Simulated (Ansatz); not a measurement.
# What a change of settings does to a run on Ga

The cell is a measured one (Crystallography Open Database entry 9012485); the temperature and pressure of the measurement aren't taken into account, and nothing was relaxed.

First run: DFT, PBE, all-electron LAPW, scalar-relativistic (Ansatz 0.2.0).

Command: `ansatz run input.yaml --threads 1 --pin off --max-ram 2048MiB --backend cpu --events-out ev --progress --plain --runs-dir out` The run took 95 s on 1 thread of Arm Neoverse V2, on a shared host, peak memory 1.2 GiB.

```yaml
crystal:
  lattice:
    - [1.45, -4.065, 0.0]
    - [1.45, 4.065, 0.0]
    - [0.0, 0.0, 3.17]
  atoms:
    - { symbol: Ga, position: [0.867, 0.133, 0.25] }
    - { symbol: Ga, position: [0.133, 0.867, 0.75] }
kpoints:
  mp_grid: { grid: [15, 15, 13] }
scf:
  occupations: { method: fermi_dirac, width: 0.05 }
hamiltonian:
  xc: pbe
  pseudopotentials:
    kind: all_electron
    lapw: { basis_error: 0.00025 }
    dirac_shells: { Ga: ["3p"] }
output:
  forces: true
  stress: true
  eigenvalues: true
```

Result: converged; pressure 1.57 GPa; largest force 0.199 eV/Å; no gap on the k mesh; 8 SCF iterations.

The input is then changed:

```diff
@@ -11,4 +11,5 @@
 scf:
   occupations: { method: fermi_dirac, width: 0.05 }
+  convergence: { dr2_threshold: 1.0e-08 }
 hamiltonian:
   xc: pbe
```

**Question.** Predict the outcome of the changed run.

**Answer.** It converged; energy at zero smearing 0.0 meV/atom from the first run; pressure 1.57 GPa; largest force 0.199 eV/Å; no gap on the k mesh; 9 SCF iterations.
